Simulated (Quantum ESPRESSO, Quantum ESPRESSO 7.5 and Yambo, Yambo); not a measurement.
# A GW chain in Yambo: LiF (Griceite)

How does a plane-wave GW calculation on LiF (Griceite) run from the first input to the gap?

Method: PBE and many-body steps on it, plane waves, in Quantum ESPRESSO 7.5 and Yambo 5.3.0.

Most raw output is cut from this account.

## Step 1: Starting point

It takes space group Fm-3m (No. 225, cubic). The conventional cell has a = 4.028 Å, b = 4.028 Å, c = 4.028 Å, α = 90.00°, β = 90.00°, γ = 90.00°. Nearest to Li lie 6 F at 2.01 Å. Nearest to F lie 6 Li at 2.01 Å. Farther neighbours and most contacts between anions are not listed.

The cell and positions come from the Crystallography Open Database and are kept as given unless a step says otherwise.

## Step 2: Ground state

This step: Quantum ESPRESSO 7.5; DFT, PBE, plane waves, norm-conserving pseudopotentials.

The ground-state density comes first.

pw.in

```
&control
  calculation = 'scf'
  prefix = 'x'
  outdir = 'o'
  pseudo_dir = 'pseudo'
/
&system
  ibrav = 0
  nat = 2
  ntyp = 2
  ecutwfc = 72.0
  nbnd = 10
  force_symmorphic = .true.
/
&electrons
  conv_thr = 1e-10
  electron_maxstep = 80
  mixing_beta = 0.5
/
ATOMIC_SPECIES
  Li 6.94 Li.upf
  F 18.998 F.upf
CELL_PARAMETERS angstrom
  0.0000000000 2.0140000000 2.0140000000
  2.0140000000 0.0000000000 2.0140000000
  2.0140000000 2.0140000000 -0.0000000000
ATOMIC_POSITIONS crystal
  Li 0.0000000000 0.0000000000 0.0000000000
  F 0.5000000000 0.5000000000 0.5000000000
K_POINTS automatic
  8 8 8 0 0 0
```

Run with:

```
$ OMP_NUM_THREADS=1 mpirun -n 4 pw.x -nk 4 -in pw.in > pw.out
```

Wall time 2.1 s (4 MPI ranks of Arm Neoverse V1, shared host); peak memory 0.19 GiB.

This step gave:

- total energy: -870.5136 eV
- gap: 9.115 eV
- k of the valence top: 0, 0, 0
- k of the conduction bottom: 0, 0, 0
- least direct gap: 9.115 eV

The gap is direct, at Γ.

## Step 3: Bands along the symmetry lines

Levels along a band path, at the cheap level, show where the edges lie and whether the meshes to come will hold them.

pw.in

```
&control
  calculation = 'bands'
  prefix = 'x'
  outdir = 'o'
  pseudo_dir = 'pseudo'
/
&system
  ibrav = 0
  nat = 2
  ntyp = 2
  ecutwfc = 72.0
  nbnd = 11
  force_symmorphic = .true.
/
&electrons
  conv_thr = 1e-9
  electron_maxstep = 80
  diago_full_acc = .true.
  diago_thr_init = 5e-6
/
ATOMIC_SPECIES
  Li 6.94 Li.upf
  F 18.998 F.upf
CELL_PARAMETERS angstrom
  0.0000000000 2.0140000000 2.0140000000
  2.0140000000 0.0000000000 2.0140000000
  2.0140000000 2.0140000000 -0.0000000000
ATOMIC_POSITIONS crystal
  Li 0.0000000000 0.0000000000 0.0000000000
  F 0.5000000000 0.5000000000 0.5000000000
K_POINTS crystal
  50
  0.00000000 0.00000000 0.00000000 1
  0.06250000 0.00000000 0.06250000 1
  0.12500000 0.00000000 0.12500000 1
  0.18750000 0.00000000 0.18750000 1
  0.25000000 0.00000000 0.25000000 1
  0.31250000 0.00000000 0.31250000 1
  0.37500000 0.00000000 0.37500000 1
  0.43750000 0.00000000 0.43750000 1
  0.50000000 0.00000000 0.50000000 1
  0.51562500 0.03125000 0.51562500 1
  0.53125000 0.06250000 0.53125000 1
  0.54687500 0.09375000 0.54687500 1
  0.56250000 0.12500000 0.56250000 1
  0.57812500 0.15625000 0.57812500 1
  0.59375000 0.18750000 0.59375000 1
  0.60937500 0.21875000 0.60937500 1
  0.62500000 0.25000000 0.62500000 1
  0.37500000 0.37500000 0.75000000 1
  0.32812500 0.32812500 0.65625000 1
  0.28125000 0.28125000 0.56250000 1
  0.23437500 0.23437500 0.46875000 1
  0.18750000 0.18750000 0.37500000 1
  0.14062500 0.14062500 0.28125000 1
  0.09375000 0.09375000 0.18750000 1
  0.04687500 0.04687500 0.09375000 1
  0.00000000 0.00000000 0.00000000 1
  0.06250000 0.06250000 0.06250000 1
  0.12500000 0.12500000 0.12500000 1
  0.18750000 0.18750000 0.18750000 1
  0.25000000 0.25000000 0.25000000 1
  0.31250000 0.31250000 0.31250000 1
  0.37500000 0.37500000 0.37500000 1
  0.43750000 0.43750000 0.43750000 1
  0.50000000 0.50000000 0.50000000 1
  0.50000000 0.46875000 0.53125000 1
  0.50000000 0.43750000 0.56250000 1
  0.50000000 0.40625000 0.59375000 1
  0.50000000 0.37500000 0.62500000 1
  0.50000000 0.34375000 0.65625000 1
  0.50000000 0.31250000 0.68750000 1
  0.50000000 0.28125000 0.71875000 1
  0.50000000 0.25000000 0.75000000 1
  0.50000000 0.21875000 0.71875000 1
  0.50000000 0.18750000 0.68750000 1
  0.50000000 0.15625000 0.65625000 1
  0.50000000 0.12500000 0.62500000 1
  0.50000000 0.09375000 0.59375000 1
  0.50000000 0.06250000 0.56250000 1
  0.50000000 0.03125000 0.53125000 1
  0.50000000 0.00000000 0.50000000 1
```

Run time: 1.4 s. Hardware: 4 MPI ranks; peak memory 0.05 GiB.

This step gave:

- gap: 9.114 eV
- k of the valence top: 0.0469, 0.0469, 0.0938
- k of the conduction bottom: 0, 0, 0
- least direct gap: 9.115 eV

The gap is 9.114 eV, −0.001 eV from the run before at this level.

The electronic bands at the labelled points (eV, zero at the top of the highest filled band; v1 is the highest filled band, c1 the lowest empty one):

```
    point      v4     v3     v2     v1     c1     c2     c3     c4
        Γ  -19.90   0.00   0.00   0.00   9.11  23.99  23.99  23.99
  halfway  -19.59  -1.42  -0.51  -0.51  11.43  18.82  19.77  20.65
        X  -19.20  -2.98  -0.99  -0.99  14.82  16.54  17.49  20.26
  halfway  -19.21  -2.85  -1.17  -0.92  14.84  15.87  17.71  20.08
        U  -19.24  -2.48  -1.55  -0.73  14.53  14.92  18.45  19.69
jump to K  -19.24  -2.48  -1.55  -0.73  14.53  14.92  18.45  19.69
  halfway  -19.59  -1.49  -0.75  -0.09  11.11  17.01  19.96  20.21
        Γ  -19.90   0.00   0.00   0.00   9.11  23.99  23.99  23.99
  halfway  -19.69  -1.36  -0.12  -0.12  10.38  17.98  20.59  20.59
        L  -19.46  -2.50  -0.23  -0.23  10.83  16.74  18.94  18.94
  halfway  -19.35  -2.31  -1.22  -0.48  12.56  15.76  19.00  19.20
        W  -19.23  -2.06  -2.06  -0.79  15.08  15.08  17.48  19.28
  halfway  -19.21  -2.73  -1.32  -0.89  14.86  15.76  17.49  19.75
        X  -19.20  -2.98  -0.99  -0.99  14.82  16.54  17.49  20.26
```

## Step 4: Empty states on the mesh, 6×6×6 mesh, 73 bands

The sums over transitions need many empty states on a uniform mesh; this step solves for them.

pw.in

```
&control
  calculation = 'nscf'
  prefix = 'x'
  outdir = 'o'
  pseudo_dir = 'pseudo'
/
&system
  ibrav = 0
  nat = 2
  ntyp = 2
  ecutwfc = 72.0
  nbnd = 73
  force_symmorphic = .true.
/
&electrons
  conv_thr = 1e-9
  electron_maxstep = 80
  diago_full_acc = .true.
  diago_thr_init = 5e-6
/
ATOMIC_SPECIES
  Li 6.94 Li.upf
  F 18.998 F.upf
CELL_PARAMETERS angstrom
  0.0000000000 2.0140000000 2.0140000000
  2.0140000000 0.0000000000 2.0140000000
  2.0140000000 2.0140000000 -0.0000000000
ATOMIC_POSITIONS crystal
  Li 0.0000000000 0.0000000000 0.0000000000
  F 0.5000000000 0.5000000000 0.5000000000
K_POINTS automatic
  6 6 6 0 0 0
```

The job ended after 2.6 s (4 MPI ranks; peak memory 0.2 GiB).

This step gave:

| Item | Value |
| --- | --- |
| gap | 9.115 eV |
| k of the valence top | 0, 0, 0 |
| k of the conduction bottom | 0, 0, 0 |
| least direct gap | 9.115 eV |
| k points computed | 16 |
| lowest point of the top converged band, above the valence top | 140.1423 eV |

On this mesh the gap is 9.115 eV.

## Step 5: Conversion and set-up

This step: Yambo 5.3.0; conversion and set-up on PBE, plane waves, norm-conserving pseudopotentials.

The states are converted to the many-body program's format and the q mesh is built.

Run with:

```
$ (cd o/x.save; p2y > p2y.log; mv SAVE ../..); yambo > setup.log
```

It took 1.9 s on 1 MPI rank; peak memory 0.24 GiB.

## Step 6: Screening and self-energy, 6×6×6 mesh, 73 bands, screening to 210.9 eV

Now the one-shot GW correction: screening in the RPA, then the self-energy of the levels asked for.

This step: G0W0 on PBE, plane waves, norm-conserving pseudopotentials.

gw1.in

```
HF_and_locXC
gw0
dyson
ppa
em1d
rim_cut
RandQpts= 1000000
RandGvec= 1 RL
EXXRLvcs= 72 Ry
VXCRLvcs= 288 Ry
Chimod= "HARTREE"
% BndsRnXp
 1 | 73 |
%
NGsBlkXp= 15.5 Ry
% LongDrXp
 1 | 1 | 1 |
%
% GbndRnge
 1 | 73 |
%
DysSolver= "n"
ExtendOut
PPAPntXp= 27.21138 eV
% QPkrange
 1 | 1 | 4 | 7 |
%
```

Run with:

```
$ OMP_NUM_THREADS=1 mpirun -n 4 yambo -F gw1.in -J gw1 -C gw1 > gw1.log
```

Elapsed: 60 s, on 4 MPI ranks; peak memory 1.2 GiB.

Numbers from this step:

```yaml
g0w0_gap_on_the_points_computed: 13.31 eV
starting_gap_on_the_mesh: 9.115 eV
k_of_the_valence_top: 0, 0, 0
k_of_the_conduction_bottom: 0, 0, 0
least_direct_g0w0_gap_on_the_computed_points: 13.31 eV
z_at_the_valence_top: 0.8273
z_at_the_conduction_bottom: 0.8908
```

The gap on the mesh goes from 9.11 eV to 13.31 eV, a correction of +4.19 eV.

Limits: finite bands, cutoff and mesh. v1 is the top filled band, c1 the lowest empty one. Levels before and after the correction, in eV, zero at the valence-band top of each column:

```
           conduction bottom  valence top
Kohn-Sham               9.11         0.00
     G0W0              13.31         0.00
```

```
             level  energy (eV)
Kohn-Sham  Γ v2-v1        0.000
Kohn-Sham     Γ c1        9.115
Kohn-Sham     Γ c2       23.991
     G0W0  Γ v2-v1        0.000
     G0W0     Γ c1       13.308
     G0W0     Γ c2       29.097
```

## Step 7: Where the time went

Times are wall times on the hardware named with each run, good to a factor of about two.

```
                          step   time  share  memory (GiB)
                  ground state  2.1 s    3 %          0.19
bands along the symmetry lines  1.4 s    2 %          0.05
      empty states on the mesh  2.6 s    4 %           0.2
         conversion and set-up  1.9 s    3 %          0.24
     screening and self-energy   60 s   88 %           1.2
```

## Step 8: Summary of results

- PBE gap: 9.11 eV, indirect (only 1 meV under the direct gap)
- G0W0 gap on the mesh: 13.31 eV
- GW settings: 6×6×6 mesh, 73 bands, screening to 210.9 eV, Godby-Needs plasmon pole
- known limits: not at the basis limit

**Reading.** G0W0 moves the gap on the mesh from 9.11 eV to 13.31 eV (+4.19 eV), with Z of 0.83 and 0.89 at the edges. Only 1 of the mesh's irreducible points was corrected, so a valley elsewhere could overtake. The dearest step here is «screening and self-energy». Bands and cutoff are finite, so the gap is not at the basis limit. The miss can reach some tenths of an eV and take either sign; the mesh is an error of its own. In the G0W0 run levels were corrected at 1 k point alone, so a gap called «on the mesh» is the least over those, and an edge elsewhere would be missed.

[Paths, hosts, dates, memory and timing lines, banners, echoed tables and standing remarks are left out of the program output.]

[Logs are printed without paths, hosts, clocks, repeated set-up lines and the standing remarks that a program may print on its own settings, such as how far it seeks lower states.]

[Runs of the session that timed out or met a known fault of the program may be left out.]

[Hosts, paths, dates, database ids (printed as entryN), source tags and the programs' standing remarks are cut or masked in the printed files.]
